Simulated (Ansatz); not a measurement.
## From the elastic tensor of AlN to moduli and sound speeds

The calculation used DFT PBE, scalar-relativistic, plane waves, PAW in Ansatz 0.2.0. Cutoff 420 eV, 6×6×6 k-points (Γ-centred), fixed occupations. No spin polarisation.

Symmetry: F-43m, No. 216, cubic system. The conventional cell has a = 4.403 Å, b = 4.403 Å, c = 4.403 Å, α = 90.00°, β = 90.00°, γ = 90.00°. Al (site symmetry -43m) has 4 N at 1.91 Å as nearest neighbours. Around N (site symmetry -43m) lie 4 Al at 1.91 Å.

The cell is the ideal cubic zincblende prototype; this isn't the usual structure of the compound.

Relaxed-ion constants (GPa, on the Cartesian axes of the calculation):
C11 = 280.6, C12 = 148.6, C13 = 148.6, C22 = 280.6, C23 = 148.6, C33 = 280.6, C44 = 178.0, C55 = 178.0, C66 = 178.0 GPa; the others vanish.

Density 3.190 g/cm³; 2 atoms in 21.34 Å³.

The values that follow are for a polycrystal of randomly turned grains, by Hill's mean where one number stands. In a crystal this anisotropic the Voigt and Reuss bounds lie far apart, so Hill's mean and the sound speeds and Debye temperature from it are rough.

With S = C⁻¹: B_V = (C11+C22+C33+2(C12+C13+C23))/9, G_V = (C11+C22+C33−C12−C13−C23+3(C44+C55+C66))/15, 1/B_R = S11+S22+S33+2(S12+S13+S23), 15/G_R = 4(S11+S22+S33−S12−S13−S23)+3(S44+S55+S66); Hill is their mean. Then v_l = √((B+4G/3)/ρ), v_t = √(G/ρ), v_m = [(2/v_t³+1/v_l³)/3]^(−1/3) and Θ = (ħ/k_B)·v_m·(6π²n/V)^(1/3) for n atoms in the volume V; E = 9BG/(3B+G), ν = (3B−2G)/(2(3B+G)) and A^U = 5G_V/G_R + B_V/B_R − 6.

```json
{
 "Bulk modulus, Voigt / Reuss / Hill": "192.6 / 192.6 / 192.6 GPa",
 "Shear modulus, Voigt / Reuss / Hill": "133.2 / 106.0 / 119.6 GPa",
 "Young's modulus": "297 GPa",
 "Poisson ratio": "0.243",
 "Pugh ratio B/G": "1.61",
 "Universal anisotropy index": "1.28",
 "Longitudinal and transverse sound speeds": "10507 and 6124 m/s",
 "Debye temperature from the mean sound speed": "919 K"
}
```

Cost: 1 run of about 0.26 core-minutes, on Intel Xeon Platinum 8259CL (Skylake/Cascade Lake) (shared hosts).

Zincblende AlN is stiff, but its resistance to shear depends strongly on direction. C44, at 178.0 GPa, is well above half the difference between C11 and C12, so Young's modulus is largest along the ⟨111⟩ bond directions and smallest along the cube axes. The reason lies in the tetrahedral network of short, polar covalent Al–N bonds. A tetragonal shear can be taken up to first order by bending bond angles, whereas the shear governed by C44 also stretches and compresses bonds, even after the two sublattices have shifted against each other to relieve part of the strain. The bulk modulus escapes this anisotropy because hydrostatic pressure strains a cubic crystal equally along all axes. The fast sound waves follow from stiff bonds combined with light atoms.

The constants satisfy the Born criteria, so the lattice resists any small homogeneous strain. This doesn't rule out phonon instabilities at finite wavevector, nor does it place the cubic form energetically against wurtzite.
